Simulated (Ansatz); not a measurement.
Start of a relaxation of C:

```cif
data_structure
_symmetry_space_group_name_H-M 'P 1'
_symmetry_Int_Tables_number 1
_cell_length_a 4.2790
_cell_length_b 4.2790
_cell_length_c 2.5073
_cell_angle_alpha 90.000
_cell_angle_beta 90.000
_cell_angle_gamma 130.292
_cell_volume 35.02
loop_
_atom_site_label
_atom_site_type_symbol
_atom_site_fract_x
_atom_site_fract_y
_atom_site_fract_z
_atom_site_occupancy
C1 C 0.01037 0.40269 0.25000 1
C2 C 0.40269 0.01037 0.75000 1
C3 C 0.59731 0.98963 0.25000 1
C4 C 0.98963 0.59731 0.75000 1
C5 C 0.44309 0.55691 0.25000 1
C6 C 0.55691 0.44309 0.75000 1
```

These are results of Ansatz 0.2.0, DFT PBE, scalar-relativistic, plane waves, PAW, not measurements. Cutoff 420 eV, Gaussian smearing, Γ-centred meshes. Cell and atoms relax first on a coarse mesh and then on a converged one. In between, the cell is made exact in the group found at 0.06 Å. The steps can't lower the symmetry of their start. No spin polarisation.

A guess keeps its type if space group and coordination stay and the shape of the cell changes little (axis ratios within about 15 %, angles within 6°); the volume may change.

Problem. Does it keep its structure type, or change into something else?

Solution. It keeps its type. The symmetry stays Cmcm (No. 63). The volume per atom grows by 5.7 %, from 5.8 to 6.2 Å³. The shortest distance goes from 1.49 Å (C–C) to 1.53 Å (C–C). Counting neighbours within 15 % of an atom's shortest distance, the start has C 4 and the end C 4.

Energies count from the standard state of C at the same level.

Problem. At what energy does it end?

Solution. +0.359 eV/atom. It lies above the standard state, so it could only be metastable.

The last run used an 8×8×10 mesh (in the run's order of axes) for its 6-atom cell and Gaussian smearing of 0.02 eV. The reference form of C is held partly by dispersion forces, which this level lacks. A structure relaxed within its symmetry needn't be a true minimum. Another cell of C relaxed alike, in Fd-3m, lies 222 meV/atom lower, so this cell isn't the stable form at this level.
